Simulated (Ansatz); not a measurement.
Si₃N₄ at a changed volume — ¹⁴N nuclear quadrupole resonance

Cell: a COD entry, relaxed with PBE at fixed cell and then changed (volume scaled by 0.96, ions relaxed).

```
Si N
1.0
     7.49235    0.00000    0.00000
    -3.74618    6.48857    0.00000
     0.00000    0.00000    2.86307
Si N
6 8
Direct
  0.76463 0.17103 0.32563
  0.59360 0.76463 0.82563
  0.82897 0.59360 0.32563
  0.23537 0.82897 0.82563
  0.40640 0.23537 0.32563
  0.17103 0.40640 0.82563
  0.02674 0.32902 0.32563
  0.69772 0.02674 0.82563
  0.67098 0.69772 0.32563
  0.97326 0.67098 0.82563
  0.30228 0.97326 0.32563
  0.32902 0.30228 0.82563
  0.33333 0.66667 0.82561
  0.66667 0.33333 0.32561
```

Sites (sets of like atoms) are named by element and the number of their first atom in this list.

All values are calculated (Ansatz; DFT, PBE, plane waves and PAW, scalar-relativistic, 420 eV cutoff, Γ-centred 5×5×10 k-points, Fermi–Dirac smearing 0.02 eV), not measured.

¹⁴N: I = 1, Q = 20.44 mb (year-2017 value). Static lattice, zero field.

**Question.** At which frequencies do the ¹⁴N NQR lines lie?

**Answer.** For I = 1 the lines are ν± = (3/4)|C_Q|(1 ± η/3) and ν₀ = |C_Q|η/2.

| site | atoms | V_zz (10²¹ V/m²) | C_Q (MHz) | η | line frequencies (MHz) |
| --- | --- | --- | --- | --- | --- |
| N7 | 7, 8, 9, 10, 11, 12 | -4.49 | -2.22 | 0.09 | 0.102, 1.61, 1.72 |
| N13 | 13, 14 | -4.40 | -2.17 | 0.00 | 1.63 |

An axis of threefold or higher order runs through N13, so V_zz lies along it and η is zero. At N7 V_zz stands upright on the plane through its three neighbours (within 2°).

At this changed cell the PBE pressure is 18 GPa.
